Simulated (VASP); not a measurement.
Write the native input for VASP 6.6.1 that does the following.

* Task: relaxation of cell and atoms
* Functional: LDA
* Potentials or basis: VASP PAW LDA potentials, release 64 (Cl)
* Cutoff: 600 eV
* k mesh: 6 × 6 × 4
* Occupations: gaussian, width 0.02 eV
* Spin: no spin polarisation
* Ladder: gaps
* Further INCAR settings: ALGO = Normal; EDIFF = 1e-06; IBRION = 2; EDIFFG = -0.01; NSW = 40; ISIF = 3

The structure of Cl lies in POSCAR:

```
Cl
1.0
    3.1450000000     -2.2500000000      0.0000000000
    3.1450000000      2.2500000000      0.0000000000
    0.0000000000      0.0000000000      8.2100000000
Cl
4
Direct
    0.3700000000      0.6300000000      0.4000000000
    0.1300000000      0.8700000000      0.9000000000
    0.6300000000      0.3700000000      0.6000000000
    0.8700000000      0.1300000000      0.1000000000
```

The input as run:

INCAR

```
SYSTEM = Cl
ALGO = Normal
EDIFF = 1E-6
EDIFFG = -0.01
ENCUT = 600
GGA = CA
IBRION = 2
ISIF = 3
ISMEAR = 0
KPAR = 2
LASPH = .TRUE.
LCHARG = .FALSE.
LREAL = .FALSE.
LWAVE = .FALSE.
NELM = 60
NSW = 40
PREC = Accurate
SIGMA = 0.02
```

KPOINTS

```
k-points
0
G
  6 6 4
  0 0 0
```

Potentials or basis: VASP PAW LDA potentials, release 64 (Cl).

The run is started by

```bash
$ cat potpaw_LDA.64/Cl/POTCAR > POTCAR
$ mpirun -np 2 vasp_std > vasp.out
```

Results of the run:

```json
{
  "Relaxed volume": "22.49 Å³/atom",
  "Relaxed cell": "a = 3.610 Å, b = 3.610 Å, c = 7.796 Å, α = 90.00°, β = 90.00°, γ = 62.29°",
  "Space group after relaxing (to 0.05 Å)": "Cmce (No. 64)",
  "Energy gained by relaxing": "82.7 meV/atom",
  "Ionic steps": "25",
  "Pressure after relaxing": "0.0 GPa",
  "Largest force after relaxing": "0.006 eV/Å",
  "Band gap on the k mesh": "1.96 eV, indirect (least direct gap 1.97 eV)"
}
```

Caveat: the volume moved by over 15 % at a fixed basis, so the end points are rough; the volume moved by -23 % from the deposited cell, more than functionals usually miss.

Wall time 5.2 min on 2 MPI ranks on AMD EPYC 9R14 (Zen 4) (shared host), peak memory 0.21 GiB a rank.
